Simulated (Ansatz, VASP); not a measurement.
Rh: VASP beside Ansatz

The input INCAR:

```
SYSTEM = Rh
ALGO = Fast ; EDIFF = 1E-6
EDIFFG = -0.05 ; ENCUT = 600
IBRION = 2 ; ISIF = 3
ISMEAR = 0 ; LASPH = .TRUE.
LCHARG = .FALSE. ; LREAL = .FALSE.
LWAVE = .FALSE. ; NELM = 80
NSW = 100 ; PREC = Accurate
SIGMA = 0.1
```

KPOINTS

```
k-points
0
G
  8 8 8
  0 0 0
```

POSCAR

```
Rh
1.0
    0.0000000000      1.9029860900      1.9029860900
    1.9029860900      0.0000000000      1.9029860900
    1.9029860900      1.9029860900      0.0000000000
Rh
1
Direct
    0.0000000000      0.0000000000      0.0000000000
```

Input for Ansatz:

```yaml
crystal:
  lattice:
    - [0.0, 1.90298609, 1.90298609]
    - [1.90298609, 0.0, 1.90298609]
    - [1.90298609, 1.90298609, 0.0]
  atoms:
    - { symbol: Rh, position: [0.0, 0.0, 0.0] }
basis:
  ecutwfc: 420
kpoints:
  mp_grid: { grid: [8, 8, 8] }
hamiltonian:
  xc: lda
scf:
  occupations: { method: gaussian, width: 0.1 }
output:
  forces: true
  stress: true
  eigenvalues: true
relax:
  adjacent_minimum: "off"
  f_tol: 0.05
  max_steps: 80
  cell: { stress_tol: 0.5 }
```

Alike in both runs: task relaxation of cell and atoms; functional LDA; k mesh 8 × 8 × 8; occupations gaussian, width 0.1 eV; no spin polarisation.

|  | VASP | Ansatz |
| --- | --- | --- |
| version | VASP 6.6.1 | Ansatz 0.2.0 |
| potentials or method | VASP PAW LDA potentials, release 64 (Rh_pv) | scalar-relativistic, plane waves, PAW |
| plane-wave cutoff (eV) | 600 | 420 |
| valence electrons in the cell | 15 | 17 |

VASP gave:

```
gap on the k mesh at the Fermi level, each at its own relaxed structure (eV) : none
relaxed volume (Å³/atom)                                                     : 13.29
relaxed cell length with the largest relative difference (Å)                 : 2.659
energy change over the relaxation (meV/atom)                                 : -16
```

Task: Which values does Ansatz return?

Result: gap on the k mesh at the Fermi level, each at its own relaxed structure (eV): none; relaxed volume (Å³/atom): 13.26; relaxed cell length with the largest relative difference (Å): 2.657; energy change over the relaxation (meV/atom): -19.

A gap of «none» marks a metal or a gap that the smearing closes. The two sets of potentials don't hold the same shells in valence.
